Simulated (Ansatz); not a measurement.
## SiC: band gap and least direct gap as volume per atom varies

Band levels at named k points (names of the unstrained cell) at fixed atoms, from the valence top (v1 top filled band, c1 lowest empty), gap the least over mesh, points and any path between them, spin-unpolarised plane waves, DDH-PBE0 mixes 1/eps_inf of exact exchange. The results are calculated, by Ansatz 0.2.0.

Cell of the first row (space group F-43m, No. 216):
```
cell vectors (Å)
   0.0000     2.1781     2.1781
   2.1781     0.0000     2.1781
   2.1781     2.1781     0.0000
atoms (fractions of the cell vectors)
Si  0.00000  0.00000  0.00000
C   0.25000  0.25000  0.25000
```

Settings of every row: periodic directions 3; functional r2SCAN; spin orbit no; potentials PAW; wave cutoff 500 eV; k mesh 10x10x10; smearing width 0 eV.

Point:
```csv
name,a (fraction of the reciprocal vector),b (fraction of the reciprocal vector),c (fraction of the reciprocal vector)
Gamma,0,0,0
X,-0.5,-0.5,0
U,-0.375,-0.375,0.25
K,-0.375,0,0.375
L,0,0,0.5
W,-0.5,-0.25,0.25
```

Limits: semilocal functionals tend to give too small a gap.

```csv
row,volume per atom (Å³),band gap (eV),least direct gap (eV)
1,10.332,1.713,5.048
2,10.715,1.736,5
3,10.897,?,?
4,11.075,1.755,4.954
5,11.623,1.78,4.884
6,11.879,1.79,4.851
```

Question: what band gap and least direct gap should row 3 give?

Worked fit of band gap. Take t = volume per atom − 11, in Å³. The shown rows have t = -0.668, -0.285, 0.075, 0.623, 0.879. Least squares give band gap = 1.7513 + 0.0515 × t − 0.0085 × t² eV; a straight line predicts inner rows, each left out in turn, worse (root mean square 0.0023 against 0.00015 eV). All shown rows lie on it to the printed digit. The withheld row has t = -0.103, so the fit gives 1.7513 + 0.0515 × (-0.103) − 0.0085 × (-0.103)² = 1.746 eV.

The calculation gave 1.746 eV. The fit meets it to the printed digit.

Worked fit of least direct gap. Take t = volume per atom − 11, in Å³. The shown rows have t = -0.668, -0.285, 0.075, 0.623, 0.879. Their means are 0.1248 and 4.9474 eV; the sums about the means are S_tt = 1.616 and S_ty = -0.2059, whose ratio is the slope. Least squares give least direct gap = 4.9633 − 0.1274 × t eV. All shown rows lie on it to the printed digit. The withheld row has t = -0.103, so the fit gives 4.9633 − 0.1274 × (-0.103) = 4.976 eV.

The calculation gave 4.977 eV. The fit lies 0.001 eV (0.51 % of the column's range) below it, one unit of the last digit.
